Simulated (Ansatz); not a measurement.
# Sb: stress in a strained cell

Sb is deformed so: equal xy, yz and zx engineering shear strains of +3 %. What stress and forces result, by LAPW, PAW and all-electron datasets made for the crystal?

Method: DFT PBE, scalar-relativistic, in Ansatz 0.2.0.

**1. The system as given**

It takes space group I4/mmm (No. 139, tetragonal). The conventional cell has a = 3.010 Å, b = 3.010 Å, c = 4.960 Å, α = 90.00°, β = 90.00°, γ = 90.00°. Sb (site symmetry 4/mmm) is surrounded by 12 Sb at 3.01 to 3.27 Å.

Coordinates:

```cif
data_structure
_symmetry_space_group_name_H-M 'P 1'
_symmetry_Int_Tables_number 1
_cell_length_a 3.2681
_cell_length_b 3.2681
_cell_length_c 3.2681
_cell_angle_alpha 125.160
_cell_angle_beta 125.160
_cell_angle_gamma 81.274
_cell_volume 22.47
loop_
_atom_site_label
_atom_site_type_symbol
_atom_site_fract_x
_atom_site_fract_y
_atom_site_fract_z
_atom_site_occupancy
Sb1 Sb 0.00000 0.00000 0.00000 1
```

**2. The deformed structure**

Space group I4/mmm before, C2/m after.

**3. All-electron LAPW**

input.yaml

```yaml
crystal:
  lattice:
    - [-1.445225, 1.519625, 2.48]
    - [1.519625, -1.445225, 2.48]
    - [1.490375, 1.490375, -2.43485]
  atoms:
    - { symbol: Sb, position: [0.0, 0.0, 0.0] }
kpoints:
  mp_grid: { grid: [19, 19, 19] }
  band_path:
    path:
      - [0.0, 0.0, 0.0]
      - [0.5, 0.5, -0.5]
      - [0.8068646605, 0.1931353395, -0.5]
      - [0.1931353395, -0.1931353395, -0.5]
      - [0.0, 0.0, -0.5]
      - [0.0, 0.0, 0.0]
      - [0.5, -0.5, 0.0]
      - [0.5, 0.0, -0.5]
      - [0.0, 0.0, 0.0]
    npoints: 5
scf:
  occupations: { method: fermi_dirac, width: 0.05 }
hamiltonian:
  xc: pbe
  pseudopotentials: { kind: all_electron, lapw: { basis_error: 0.00025 } }
output:
  forces: true
  stress: true
  eigenvalues: true
```

Started as:

```bash
ansatz run input.yaml --threads 1 --pin off --max-ram 3072MiB --backend cpu --events-out ev --progress --plain --runs-dir out
```

**4. Frozen-core PAW**

input.yaml

```yaml
crystal:
  lattice:
    - [-1.445225, 1.519625, 2.48]
    - [1.519625, -1.445225, 2.48]
    - [1.490375, 1.490375, -2.43485]
  atoms:
    - { symbol: Sb, position: [0.0, 0.0, 0.0] }
kpoints:
  mp_grid: { grid: [19, 19, 19] }
scf:
  occupations: { method: fermi_dirac, width: 0.05 }
hamiltonian:
  xc: pbe
  pseudopotentials: { kind: paw }
output:
  forces: true
  stress: true
  eigenvalues: true
  efg: { contact_densities: true }
```

**5. Datasets made for this crystal**

input.yaml: that of step 4 with these lines changed.

```diff
@@ -13,3 +13,3 @@
   xc: pbe
-  pseudopotentials: { kind: paw }
+  pseudopotentials: { kind: all_electron, datasets: crystal }
 output:
```

(Steps that only read results are left out.)

Q: Predict the outcome of this session. Wanted: pressure; largest shear or deviatoric stress.

The runs gave:

| quantity | value |
| --- | --- |
| pressure | LAPW 19.45, PAW 19.45, crystal datasets 19.45 GPa |
| largest shear or deviatoric stress (LAPW) | 1.14 GPa |

What this shows: The largest part of the stress beyond the pressure is 1.14 GPa in size, in the xy component. No run of the undeformed cell stands beside it, so the pressure holds what the given cell had before the change. PAW: stress within 0.01 GPa of LAPW. Crystal datasets: stress within 0.01 GPa of LAPW. Spin-orbit coupling is left out, though the cell holds Sb; in elements this heavy it can shift bands and gaps by tenths of an eV.
